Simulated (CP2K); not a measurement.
Ag:

```
CELL_PARAMETERS angstrom
2.88888 0.00000 0.00000
1.44444 2.50185 0.00000
1.44444 0.83395 2.35876
ATOMIC_POSITIONS crystal
Ag 0.00000 0.00000 0.00000
```

Base run:

| Item | Value |
| --- | --- |
| Program | CP2K 2026.2 |
| Functional | PBE |
| Potentials or basis | POTENTIAL_UZH Ag GTH-PBE-q11; DZVP-MOLOPT-PBE-GTH basis |
| Density cutoff | 6123 eV |
| k mesh | 11 × 11 × 11 |
| Occupations | fermi-dirac, width 0.05 eV |
| Spin | no spin polarisation |

Its results: band gap on the k mesh none (metal or under the smearing width); pressure 4.2 GPa.

Task: After a change of settings the same cell gave: band gap on the k mesh none (metal or under the smearing width); pressure 9.5 GPa. Which change was it?
A. potentials or basis from POTENTIAL_UZH Ag GTH-PBE-q11; DZVP-MOLOPT-PBE-GTH basis to POTENTIAL_UZH Ag GTH-PBE-q11; TZVP-MOLOPT-PBE-GTH basis; basis sets from Ag DZVP-MOLOPT-PBE-GTH-q11 to Ag TZVP-MOLOPT-PBE-GTH-q11
B. potentials or basis from POTENTIAL_UZH Ag GTH-PBE-q11; DZVP-MOLOPT-PBE-GTH basis to POTENTIAL_UZH Ag GTH-PBE-q11; ccGRB-D basis; basis sets from Ag DZVP-MOLOPT-PBE-GTH-q11 to Ag ccGRB-D-q11
C. potentials or basis from POTENTIAL_UZH Ag GTH-PBE-q11; DZVP-MOLOPT-PBE-GTH basis to POTENTIAL_UZH Ag GTH-PBE-q11; TZV2P-MOLOPT-PBE-GTH basis; basis sets from Ag DZVP-MOLOPT-PBE-GTH-q11 to Ag TZV2P-MOLOPT-PBE-GTH-q11

Result: B.

Caveats: the basis of atomic orbitals isn't converged, which shifts pressures, moduli and gaps.
